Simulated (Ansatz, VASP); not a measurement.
# V in VASP and in Ansatz

```xyz
2
Lattice="2.6044 0.0000 0.0000 -1.3022 2.2554 0.0000 0.0000 0.0000 4.7450" Properties=species:S:1:pos:R:3 pbc="T T T"
V     0.0000    1.5036    1.1863
V     1.3022    0.7518    3.5588
```

Alike in both runs: task single point; functional LDA; k mesh 16 × 16 × 8; occupations fermi-dirac, width 0.1 eV; no spin polarisation.

|  | VASP | Ansatz |
| --- | --- | --- |
| version | VASP 6.6.1 | Ansatz 0.2.0 |
| potentials or method | VASP PAW LDA potentials, release 64 (V_sv) | plane waves (420 eV) with PAW, scalar-relativistic |
| plane-wave cutoff (eV) | 520 | 420 |
| valence electrons in the cell | 26 | 26 |

```tsv
	VASP	Ansatz	Ansatz less VASP
pressure (GPa)	-12.7	-13.1	-0.35
largest component of the traceless stress (GPa)	0.10	0.11	+0.016
```

Ansatz warned: «pseudo_functional_mismatch».
